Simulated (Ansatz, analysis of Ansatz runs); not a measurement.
**Migration in TiO2 (Pbcn): V_O hop (2.6 Å), charge +2**

How high is the barrier when O changes place in TiO2 (Pbcn)? The case: V_O hop (2.6 Å), charge +2, in a cell of 96 host atoms with 1 O taken out.

Program: Ansatz 0.2.0. Level of theory: plane-wave PAW DFT, PBEsol; nudged elastic band between two relaxed defect structures at fixed charge in a uniform background. Values are calculated unless marked as measured.

## (1) Starting point

The cell holds 95 atoms: 32 Ti and 63 O. Cell: a = 9.076 Å, b = 10.990 Å, c = 9.758 Å, α = 90.0°, β = 90.0°, γ = 90.0°. It derives from TiO2 (space group Pbcn). Nearest the centre at fractional (0.500, 0.500, 0.500): O53 at 1.29 Å, Ti61 at 1.55 Å, Ti75 at 1.55 Å, O93 at 2.38 Å, O7 at 2.38 Å, O17 at 2.47 Å, O83 at 2.47 Å, O19 at 3.09 Å. The cell carries charge +2.

The cell's shortest repeat is 9.1 Å.

## (2) Relaxation of the start point, charge +2

A barrier is counted from a minimum, so both ends are relaxed first. Small random displacements break the symmetry of the ideal sites, so that the defect can distort if it gains by it. The charge of +2 is set by the electron count, and a uniform background keeps the cell neutral.

qp2_c96k1s.start/input.yaml reads:

```yaml
crystal:
  lattice:
    - [9.07556601, 0.0, 0.0]
    - [0.0, 10.98982205, 0.0]
    - [0.0, 0.0, 9.75788371]
  atoms:
    - { symbol: Ti, position: [0.25, 0.33756284, 0.375] }
    - { symbol: Ti, position: [0.0, 0.41243716, 0.125] }
[... 3 atom lines left out ...]
    - { symbol: O, position: [0.11421702, 0.44089183, 0.45939727] }
    - { symbol: O, position: [0.38578298, 0.44089183, 0.29060273] }
[... 1 atom line left out ...]
    - { symbol: O, position: [0.36421702, 0.19089183, 0.29060273] }
[... 3 atom lines left out ...]
    - { symbol: Ti, position: [0.25, 0.33756284, 0.875] }
[... 1 atom line left out ...]
    - { symbol: Ti, position: [0.25, 0.16243716, 0.625] }
[... 1 atom line left out ...]
    - { symbol: O, position: [0.36421702, 0.30910817, 0.54060273] }
[... 1 atom line left out ...]
    - { symbol: O, position: [0.38578298, 0.44089183, 0.79060273] }
    - { symbol: O, position: [0.13578298, 0.30910817, 0.70939727] }
    - { symbol: O, position: [0.36421702, 0.19089183, 0.79060273] }
[... 3 atom lines left out ...]
    - { symbol: Ti, position: [0.25, 0.83756284, 0.375] }
[... 1 atom line left out ...]
    - { symbol: Ti, position: [0.25, 0.66243716, 0.125] }
[... 5 atom lines left out ...]
    - { symbol: O, position: [0.36421702, 0.69089183, 0.29060273] }
    - { symbol: O, position: [0.11421702, 0.55910817, 0.20939727] }
    - { symbol: O, position: [0.38578298, 0.55910817, 0.04060273] }
    - { symbol: O, position: [0.13578298, 0.69089183, 0.45939727] }
[... 2 atom lines left out ...]
    - { symbol: Ti, position: [0.25, 0.66243716, 0.625] }
[... 1 atom line left out ...]
    - { symbol: O, position: [0.36421702, 0.80910817, 0.54060273] }
[... 3 atom lines left out ...]
    - { symbol: O, position: [0.36421702, 0.69089183, 0.79060273] }
    - { symbol: O, position: [0.11421702, 0.55910817, 0.70939727] }
[... 1 atom line left out ...]
    - { symbol: Ti, position: [0.75, 0.33756284, 0.375] }
    - { symbol: Ti, position: [0.5, 0.41243716, 0.125] }
[... 3 atom lines left out ...]
    - { symbol: O, position: [0.61421702, 0.44089183, 0.45939727] }
    - { symbol: O, position: [0.88578298, 0.44089183, 0.29060273] }
    - { symbol: O, position: [0.63578298, 0.30910817, 0.20939727] }
[... 3 atom lines left out ...]
    - { symbol: O, position: [0.63578298, 0.19089183, 0.45939727] }
    - { symbol: Ti, position: [0.75, 0.33756284, 0.875] }
    - { symbol: Ti, position: [0.5, 0.41243716, 0.625] }
    - { symbol: Ti, position: [0.75, 0.16243716, 0.625] }
[... 1 atom line left out ...]
    - { symbol: O, position: [0.86421702, 0.30910817, 0.54060273] }
    - { symbol: O, position: [0.61421702, 0.44089183, 0.95939727] }
    - { symbol: O, position: [0.88578298, 0.44089183, 0.79060273] }
    - { symbol: O, position: [0.63578298, 0.30910817, 0.70939727] }
[... 4 atom lines left out ...]
    - { symbol: Ti, position: [0.75, 0.83756284, 0.375] }
[... 1 atom line left out ...]
    - { symbol: Ti, position: [0.75, 0.66243716, 0.125] }
    - { symbol: Ti, position: [0.5, 0.58756284, 0.375] }
[... 3 atom lines left out ...]
    - { symbol: O, position: [0.63578298, 0.80910817, 0.20939727] }
    - { symbol: O, position: [0.86421702, 0.69089183, 0.29060273] }
    - { symbol: O, position: [0.61421702, 0.55910817, 0.20939727] }
[... 1 atom line left out ...]
    - { symbol: O, position: [0.63578298, 0.69089183, 0.45939727] }
[... 2 atom lines left out ...]
    - { symbol: Ti, position: [0.75, 0.66243716, 0.625] }
    - { symbol: Ti, position: [0.5, 0.58756284, 0.875] }
[... 3 atom lines left out ...]
    - { symbol: O, position: [0.63578298, 0.80910817, 0.70939727] }
[... 1 atom line left out ...]
    - { symbol: O, position: [0.61421702, 0.55910817, 0.70939727] }
    - { symbol: O, position: [0.88578298, 0.55910817, 0.54060273] }
    - { symbol: O, position: [0.63578298, 0.69089183, 0.95939727] }
total_charge: 2
basis:
  ecutwfc: 420
  xc_grid: 2
hamiltonian:
  xc: pbesol
kpoints:
  mp_grid: { grid: [1, 1, 1], shift: [0.25, 0.25, 0.25] }
scf:
  occupations: { method: fixed }
  max_iter: 120
output:
  forces: true
relax:
  f_tol: 0.02
  max_steps: 70
  random_displacement: { amplitude: 0.03, seed: 259 }
```

Launch:

```
$ ansatz run input.yaml --threads 8 --pin off --max-ram 14131MiB --backend cpu --events-out ev --progress --plain --runs-dir out
```

Output:

```text
The last accepted step is kept in <dir> (removed where the run ends without a failure and the disk answers)
Engine: ansatz 0.2.0, aarch64-unknown-linux-gnu
Pseudopotentials: kind: paw
Pseudopotential: Ti, paw, valence charge 12, recommended cutoff 420 eV (normal), Ti.paw.azcp
Pseudopotential: O, paw, valence charge 6, recommended cutoff 420 eV (normal), O.paw.azcp
Functional definition: PBEsol
  exchange = pbesol_x
  correlation = pbesol_c
Crystal: 95 atoms, lattice volume = 973.240 Å³
Basis set: ecut = 420 eV, 19047 PW (Γ), exchange–correlation on 128×150×144 points (8 copies of the dense FFT grid, shifted against one another)
Bands: 475, of which v1, the nominal top of the filled ones, is band 380 counted from 1 (379 counted from 0)
Symmetry: 1 space group operations
k-points: 1
Non-local potential: Ti, projectors of the file, l = 0: 3, l = 1: 2, l = 2: 3, l = 3: 1
Non-local potential: O, projectors of the file, l = 0: 2, l = 1: 2, l = 2: 1
PAW form: soft (Blöchl's): semilocal exchange-correlation on the pseudo side does not see the compensation charge
PAW frozen core: Ti, regenerated for the run's functional, and the local potential with it (the file was generated under x = pbe(κ = 0.804, μ = 0.219515), c = pbe(β = 0.066725))
PAW frozen core: O, regenerated for the run's functional, and the local potential with it (the file was generated under x = pbe(κ = 0.804, μ = 0.219515), c = pbe(β = 0.066725))
PAW one-centre angular grid: Ti, 590 points (default); XC on 64 Gauss nodes
PAW one-centre angular grid: O, 110 points (default); XC on 64 Gauss nodes
Initial density: superposition of atomic densities (neutral atoms scaled as one to the charged cell's electrons: chi_scale 0, normalization atom), corrected by the library's trained network
Initial wavefunctions: pseudopotential atomic-orbital guess
Functional: x = pbesol(κ = 0.804, μ = 0.123457), c = pbesol(β = 0.046)
SCF iter   1: F=—  HF=-114651.857172 eV  |F-HF|=—  |Δ(HF+E_count)|=         —  Δρ=2.02e-2  dr2=5.72e0  ethr=1.77e-3  ⟨swp⟩=5.0  Hψ=1451  notcnv=0  defer=91
preconditioner: auto → Resta (q_TF=auto, 2.618 Å⁻¹)  ε∞=9.1  [insulator: Δε(μ)=1.704 eV  Ē_g=9.401 eV  n_scr=282 (ndim 8)  ℏωp=26.7 eV  f_vac=0.015  ε∞_Penn≈9.1]
SCF iter   2: F=—  HF=-114651.068886 eV  |F-HF|=—  |Δ(HF+E_count)|=   7.88e-1  Δρ=1.02e-2  dr2=1.46e0  ethr=7.52e-4  ⟨swp⟩=3.0  Hψ=703  notcnv=0  defer=93
SCF iter   3: F=—  HF=-114650.878376 eV  |F-HF|=—  |Δ(HF+E_count)|=   1.91e-1  Δρ=4.11e-3  dr2=4.43e-1  ethr=1.92e-4  ⟨swp⟩=2.0  Hψ=577  notcnv=0  defer=93
SCF iter   4: F=—  HF=-114650.797887 eV  |F-HF|=—  |Δ(HF+E_count)|=   8.05e-2  Δρ=2.09e-3  dr2=1.50e-1  ethr=5.82e-5  ⟨swp⟩=3.0  Hψ=772  notcnv=0  defer=93
SCF iter   5: F=—  HF=-114650.777469 eV  |F-HF|=—  |Δ(HF+E_count)|=   2.04e-2  Δρ=1.19e-3  dr2=1.71e-2  ethr=1.97e-5  ⟨swp⟩=3.0  Hψ=771  notcnv=0  defer=93
SCF iter   6: F=—  HF=-114650.775524 eV  |F-HF|=—  |Δ(HF+E_count)|=   1.95e-3  Δρ=5.59e-4  dr2=3.64e-3  ethr=2.25e-6  ⟨swp⟩=3.0  Hψ=770  notcnv=0  defer=93
SCF iter   7: F=—  HF=-114650.775090 eV  |F-HF|=—  |Δ(HF+E_count)|=   4.34e-4  Δρ=1.83e-4  dr2=4.11e-4  ethr=4.79e-7  ⟨swp⟩=2.0  Hψ=825  notcnv=0  defer=93
SCF iter   8: F=—  HF=-114650.775188 eV  |F-HF|=—  |Δ(HF+E_count)|=   9.77e-5  Δρ=1.23e-4  dr2=1.74e-4  ethr=5.41e-8  ⟨swp⟩=2.0  Hψ=767  notcnv=0  defer=93
SCF iter   9: F=—  HF=-114650.775186 eV  |F-HF|=—  |Δ(HF+E_count)|=   1.89e-6  Δρ=3.98e-5  dr2=1.78e-5  ethr=2.29e-8  ⟨swp⟩=2.0  Hψ=766  notcnv=0  defer=93
SCF iter  10: F=-114650.775187 eV  HF=-114650.775189 eV  |F-HF|=2.47e-6  |Δ(HF+E_count)|=   3.05e-6  Δρ=2.23e-5  dr2=6.00e-6  ethr=1.32e-9  ⟨swp⟩=4.0  Hψ=1240  notcnv=0
SCF 1 converged in 10 iterations: F = -114650.775187 eV  dr2 = 6.00e-6
  greatest PAW one-centre occupation: 0.999 electrons in one spin orbital (limit 2), on the Ti atom at site 50 (counted from 0), in its partial waves of l = 0
relax step   1: F+E_penalty+E_count = -114650.77518659 eV  Δ(F+E_penalty+E_count) = +0.000e0 eV  max|allowed force component| = 3.997e0 eV/Å  Δτ_max = 0.0000 Å  (10 SCF iters, dr2 threshold 1.00e-5 eV, accepted)
[... the SCF cycles and remarks between the steps are left out from here to the last step ...]
relax step   2: F+E_penalty+E_count = -114653.23581905 eV  Δ(F+E_penalty+E_count) = -2.461e0 eV  max|allowed force component| = 1.838e0 eV/Å  Δτ_max = 0.1987 Å  (7 SCF iters, dr2 threshold 1.00e-4 eV, accepted)
relax step   3: F+E_penalty+E_count = -114654.02328597 eV  Δ(F+E_penalty+E_count) = -7.875e-1 eV  max|allowed force component| = 5.728e-1 eV/Å  Δτ_max = 0.2000 Å  (7 SCF iters, dr2 threshold 1.00e-4 eV, accepted)
relax step   4: F+E_penalty+E_count = -114654.15336607 eV  Δ(F+E_penalty+E_count) = -1.301e-1 eV  max|allowed force component| = 1.606e-1 eV/Å  Δτ_max = 0.0484 Å  (7 SCF iters, dr2 threshold 3.19e-5 eV, accepted)
relax step   5: F+E_penalty+E_count = -114654.15871719 eV  Δ(F+E_penalty+E_count) = -5.351e-3 eV  max|allowed force component| = 5.231e-2 eV/Å  Δτ_max = 0.0180 Å  (7 SCF iters, dr2 threshold 2.03e-6 eV, accepted)
relax step   6: F+E_penalty+E_count = -114654.15934049 eV  Δ(F+E_penalty+E_count) = -6.233e-4 eV  max|allowed force component| = 2.019e-2 eV/Å  Δτ_max = 0.0082 Å  (7 SCF iters, accepted)
SCF iter   1: F=—  HF=-114654.159420 eV  |F-HF|=—  |Δ(HF+E_count)|=         —  Δρ=2.01e-4  dr2=3.77e-4  ethr=5.65e-7  ⟨swp⟩=2.0  Hψ=768  notcnv=0  defer=93
SCF iter   2: F=—  HF=-114654.159361 eV  |F-HF|=—  |Δ(HF+E_count)|=   5.94e-5  Δρ=1.02e-4  dr2=6.11e-5  ethr=4.97e-8  ⟨swp⟩=3.0  Hψ=869  notcnv=0  defer=75
SCF iter   3: F=—  HF=-114654.159447 eV  |F-HF|=—  |Δ(HF+E_count)|=   8.62e-5  Δρ=5.00e-5  dr2=2.15e-5  ethr=8.04e-9  ⟨swp⟩=2.0  Hψ=749  notcnv=0  defer=75
SCF iter   4: F=—  HF=-114654.159444 eV  |F-HF|=—  |Δ(HF+E_count)|=   3.36e-6  Δρ=1.35e-5  dr2=1.84e-6  ethr=2.83e-9  ⟨swp⟩=2.0  Hψ=589  notcnv=0  defer=75
SCF iter   5: F=—  HF=-114654.159444 eV  |F-HF|=—  |Δ(HF+E_count)|=   1.98e-7  Δρ=6.18e-6  dr2=3.02e-7  ethr=2.42e-10  ⟨swp⟩=2.0  Hψ=750  notcnv=0  defer=75
SCF iter   6: F=-114654.159444 eV  HF=-114654.159444 eV  |F-HF|=3.11e-8  |Δ(HF+E_count)|=  4.66e-10  Δρ=2.91e-6  dr2=7.44e-8  ethr=1.32e-11  ⟨swp⟩=4.0  Hψ=1407  notcnv=0
SCF 7 converged in 6 iterations: F = -114654.159444 eV  dr2 = 7.44e-8
relax step   7: F+E_penalty+E_count = -114654.15944371 eV  Δ(F+E_penalty+E_count) = -1.032e-4 eV  max|allowed force component| = 9.595e-3 eV/Å  Δτ_max = 0.0027 Å  (6 SCF iters, accepted)
SCF converged after 6 iterations
Free energy (F): -114654.159444 eV
Harris-Foulkes:  -114654.159444 eV  (|F-HF|=3.11e-8)
Internal energy: -114654.159444 eV  (E = F + TS)
E sigma→0 (E₀):  -114654.159444 eV
Fermi energy:    8.807911 eV
--- Per-component energies (eV) ---
  E_band       = -6038.430921
  E_kinetic    = 19709.342992
  E_local      = -48210.194757  (includes V_loc(G=0)·N_el)
  E_nonlocal   = 3157.828151
  E_hartree    = 18335.807899
  E_xc         = -7702.675178
  E_vxc        = -9803.739614  (∫ρ·V_xc dr)
  E_paw        = -42227.691775  (= ΣΔE_a)
  E_vpaw       = -7563.444437  (= ΣTr[D̂ρ^β])
  E_aug_tail   = 0.157207  (compensation charges beyond the density's cutoff)
  E_ewald      = -57723.417421
  E_core_change = 6.683436  (= ΣΔE_core)
  E_smearing   = -0.000000  (= −TS)
  E_closure    = 0.000000  (closes the sum)
  E_deformation_potential = 38.573617  (in the stress; not in F)
  Σ components = -114654.159444   (vs F -114654.159444, Δ=0.00e0)
--- Forces (eV/Å), atoms counted from 1 ---
  atom   1  Ti    -0.00003066     0.00034397    -0.00087948
  atom   2  Ti     0.00055812    -0.00199068     0.00144984
  [... 4 atoms left out ...]
  atom   7  O     -0.00150712    -0.00038218     0.00017396
  [... 9 atoms left out ...]
  atom  17  O     -0.00147242    -0.00023334    -0.00111276
  [... 1 atom left out ...]
  atom  19  O     -0.00067787     0.00023849    -0.00038891
  [... 19 atoms left out ...]
  atom  39  Ti     0.00109987     0.00032347    -0.00115735
  [... 13 atoms left out ...]
  atom  53  O      0.00209101    -0.00201234    -0.00021021
  [... 7 atoms left out ...]
  atom  61  Ti     0.00272343    -0.00187374     0.00244099
  [... 13 atoms left out ...]
  atom  75  Ti    -0.00114187     0.00329736    -0.00170070
  [... 5 atoms left out ...]
  atom  81  O      0.00227439    -0.00158452    -0.00122474
  [... 1 atom left out ...]
  atom  83  O      0.00088900     0.00010759     0.00125314
  [... 9 atoms left out ...]
  atom  93  O     -0.00043975    -0.00032910    -0.00096639
  [... 2 atoms left out ...]
  max |Σ_I F_I| component: 4.88e-5 eV/Å
--- Relaxed structure (7 steps of the walk, 7 accepted, 0 SCFs on fresh bases) ---
  F+E_penalty+E_count = -114654.15944371 eV   max|allowed force component| = 9.595e-3 eV/Å
  atoms:
    - { symbol: Ti, position: [0.254285, 0.339019, 0.375859] }
    - { symbol: Ti, position: [0.004252, 0.412590, 0.128583] }
    [... 4 atoms left out ...]
    - { symbol: O, position: [0.389587, 0.444854, 0.291267] }
    [... 9 atoms left out ...]
    - { symbol: O, position: [0.364773, 0.314411, 0.540411] }
    [... 1 atom left out ...]
    - { symbol: O, position: [0.383497, 0.442122, 0.783621] }
    [... 19 atoms left out ...]
    - { symbol: Ti, position: [0.222046, 0.691200, 0.641338] }
    [... 13 atoms left out ...]
    - { symbol: O, position: [0.604577, 0.445977, 0.461350] }
    [... 7 atoms left out ...]
    - { symbol: Ti, position: [0.512104, 0.400498, 0.634895] }
    [... 13 atoms left out ...]
    - { symbol: Ti, position: [0.519198, 0.585577, 0.349148] }
    [... 5 atoms left out ...]
    - { symbol: O, position: [0.622502, 0.558286, 0.199267] }
    [... 1 atom left out ...]
    - { symbol: O, position: [0.634542, 0.689545, 0.456766] }
    [... 9 atoms left out ...]
    - { symbol: O, position: [0.601310, 0.557750, 0.698888] }
    [... 2 atoms left out ...]
```

Elapsed: 82 s, on 8 threads of Arm Neoverse V2, shared host; peak memory 2.3 GiB.

Reading the cycles: dr2 is the Hartree energy of the density residual (eV), the measure of convergence; HF is the Harris–Foulkes estimate of the energy, which meets the free energy F at convergence.

Relaxation path:

```tsv
step	energy less that of the first step (eV)	largest force component (eV/Å)
1	0.0000	3.9970
2	-2.4606	1.8378
3	-3.2481	0.5728
4	-3.3782	0.1606
5	-3.3835	0.0523
6	-3.3842	0.0202
7	-3.3843	0.0096
```

The atoms that moved most (Å, from the sites as typed, ahead of the random displacement, the mean shift of all atoms taken out):

```tsv
atom	dx	dy	dz	length
Ti39	-0.254	0.313	0.158	0.433
Ti75	0.174	-0.025	-0.254	0.309
Ti61	0.110	-0.134	0.095	0.197
Ti74	0.114	0.090	-0.093	0.172
O93	-0.117	-0.018	-0.104	0.158
Ti38	-0.101	0.106	-0.061	0.158
Ti37	0.054	0.040	0.129	0.146
O44	-0.087	0.058	0.079	0.131
```

Neighbours of O53 at the end:

```tsv
atom	distance (Å)
Ti48	1.937
Ti61	1.955
Ti75	2.038
O7	2.562
O93	2.623
O83	2.691
O17	2.724
O59	2.792
O81	2.844
```

Numbers from this step:

- free energy: -114654.1594 eV
- r.m.s. move of the farther half of the atoms: 0.04564 Å
- largest move from the ideal geometry of this structure, a common shift of the far atoms taken out: 0.4317 Å

The relaxation gained 3.384 eV and ended with a largest force component of 0.0096 eV/Å.

## (3) Relaxation of the end point, charge +2

The end point is relaxed in the same cell and settings, so that the two energies compare. Atoms more than 3.2 Å from the middle of the hop start where the first relaxation left them, the nearer ones on or close to their ideal places, with small random displacements.

qp2_c96k1s.end/input.yaml reads:

```yaml
crystal:
  lattice:
    - [9.07556601, 0.0, 0.0]
    - [0.0, 10.98982205, 0.0]
    - [0.0, 0.0, 9.75788371]
  atoms:
    - { symbol: Ti, position: [0.25, 0.33756284, 0.375] }
    - { symbol: Ti, position: [0.00417156, 0.41224328, 0.12775739] }
[... 4 atom lines left out ...]
    - { symbol: O, position: [0.38578298, 0.44089183, 0.29060273] }
[... 9 atom lines left out ...]
    - { symbol: O, position: [0.36421702, 0.30910817, 0.54060273] }
[... 1 atom line left out ...]
    - { symbol: O, position: [0.38578298, 0.44089183, 0.79060273] }
[... 19 atom lines left out ...]
    - { symbol: Ti, position: [0.25, 0.66243716, 0.625] }
[... 13 atom lines left out ...]
    - { symbol: O, position: [0.385725, 0.559138, 0.540675] }
[... 7 atom lines left out ...]
    - { symbol: Ti, position: [0.5, 0.41243716, 0.625] }
[... 13 atom lines left out ...]
    - { symbol: Ti, position: [0.5, 0.58756284, 0.375] }
[... 5 atom lines left out ...]
    - { symbol: O, position: [0.61421702, 0.55910817, 0.20939727] }
[... 1 atom line left out ...]
    - { symbol: O, position: [0.63578298, 0.69089183, 0.45939727] }
[... 2 atom lines left out ...]
    - { symbol: Ti, position: [0.75, 0.66243716, 0.625] }
[... 6 atom lines left out ...]
    - { symbol: O, position: [0.61421702, 0.55910817, 0.70939727] }
[... 1 atom line left out ...]
    - { symbol: O, position: [0.63531212, 0.68962374, 0.955456] }
total_charge: 2
basis:
  ecutwfc: 420
  xc_grid: 2
hamiltonian:
  xc: pbesol
kpoints:
  mp_grid: { grid: [1, 1, 1], shift: [0.25, 0.25, 0.25] }
scf:
  occupations: { method: fixed }
  max_iter: 120
output:
  forces: true
relax:
  f_tol: 0.02
  max_steps: 70
  random_displacement: { amplitude: 0.01, seed: 259 }
```

Output:

```text
[...]
Crystal: 95 atoms, lattice volume = 973.240 Å³
Basis set: ecut = 420 eV, 19047 PW (Γ), exchange–correlation on 128×150×144 points (8 copies of the dense FFT grid, shifted against one another)
Bands: 475, of which v1, the nominal top of the filled ones, is band 380 counted from 1 (379 counted from 0)
Symmetry: 1 space group operations
k-points: 1
[...]
SCF iter   1: F=—  HF=-114651.734733 eV  |F-HF|=—  |Δ(HF+E_count)|=         —  Δρ=1.98e-2  dr2=4.97e0  ethr=1.77e-3  ⟨swp⟩=5.0  Hψ=1450  notcnv=0  defer=91
[...]
SCF iter  10: F=-114650.821413 eV  HF=-114650.821415 eV  |F-HF|=1.38e-6  |Δ(HF+E_count)|=   2.75e-6  Δρ=1.88e-5  dr2=3.98e-6  ethr=1.32e-9  ⟨swp⟩=4.0  Hψ=1240  notcnv=0
SCF 1 converged in 10 iterations: F = -114650.821413 eV  dr2 = 3.98e-6
[...]
F+E_penalty+E_count = -114654.15937684 eV   max|allowed force component| = 1.353e-2 eV/Å
  atoms:
    - { symbol: Ti, position: [0.252476, 0.338966, 0.376455] }
    - { symbol: Ti, position: [-0.000529, 0.412317, 0.125608] }
[...]
- { symbol: O, position: [0.398731, 0.442378, 0.300985] }
[...]
- { symbol: O, position: [0.365553, 0.310640, 0.543051] }
    [... 1 atom left out ...]
    - { symbol: O, position: [0.377502, 0.441938, 0.800685] }
[...]
- { symbol: Ti, position: [0.252651, 0.661294, 0.623143] }
[...]
- { symbol: O, position: [0.395480, 0.554162, 0.538566] }
[...]
- { symbol: Ti, position: [0.480882, 0.414408, 0.650912] }
    [... 13 atoms left out ...]
    - { symbol: Ti, position: [0.487882, 0.599693, 0.365056] }
    [... 5 atoms left out ...]
    - { symbol: O, position: [0.616502, 0.558042, 0.216257] }
    [... 1 atom left out ...]
    - { symbol: O, position: [0.635324, 0.685672, 0.459470] }
    [... 9 atoms left out ...]
    - { symbol: O, position: [0.610462, 0.555196, 0.708546] }
    [... 2 atoms left out ...]
[key lines of the parts left out:]
SCF converged after 7 iterations
Free energy (F): -114654.159377 eV
Fermi energy:    8.807839 eV
```

Wall time 72 s (8 threads); peak memory 2.3 GiB; 9.3 min of CPU time.

Relaxation path:

```tsv
step	energy less that of the first step (eV)	largest force component (eV/Å)
1	0.0000	3.6914
2	-2.3230	1.7588
3	-3.1914	0.4431
4	-3.3332	0.1446
5	-3.3372	0.0531
6	-3.3380	0.0135
```

The atoms that moved most (Å, from the sites as typed, ahead of the random displacement):

```tsv
atom	dx	dy	dz	length
Ti48	0.254	-0.317	-0.161	0.437
Ti61	-0.174	0.021	0.252	0.307
Ti75	-0.110	0.132	-0.098	0.198
Ti13	-0.087	-0.101	0.126	0.183
Ti74	-0.088	-0.100	0.125	0.183
Ti38	0.066	-0.132	0.099	0.178
Ti4	0.066	-0.131	0.100	0.178
Ti37	-0.055	-0.026	-0.152	0.164
```

Neighbours of O53 at the end:

```tsv
atom	distance (Å)
Ti39	1.936
Ti75	1.955
Ti61	2.040
O93	2.561
O7	2.624
O17	2.690
O83	2.724
O41	2.791
O19	2.844
```

Numbers from this step:

```yaml
free_energy: -114654.1594 eV
r_m_s_move_of_the_farther_half_of_the_atoms: 0.04566 Å
largest_move_from_the_ideal_geometry_of_this_structure_a_common_shift_of_the_far_atoms_taken_out: 0.4328 Å
```

The relaxation gained 3.338 eV and ended with a largest force component of 0.014 eV/Å. The end lies within 1 meV of the start.

(Continued in part 2 of 3.)

[Long decimals in the printed logs are rounded to 6 places.]

[Repeated set-up lines and some long k-point lines are left out of the logs, and relaxed atomic positions are cut to six decimals.]

[Logs are printed without paths, hosts, clocks, repeated set-up lines and the standing remarks that a program may print on its own settings, such as how far it seeks lower states.]

[Hosts, paths, dates, database ids (printed as entryN), source tags and the programs' standing remarks are cut or masked in the printed files.]
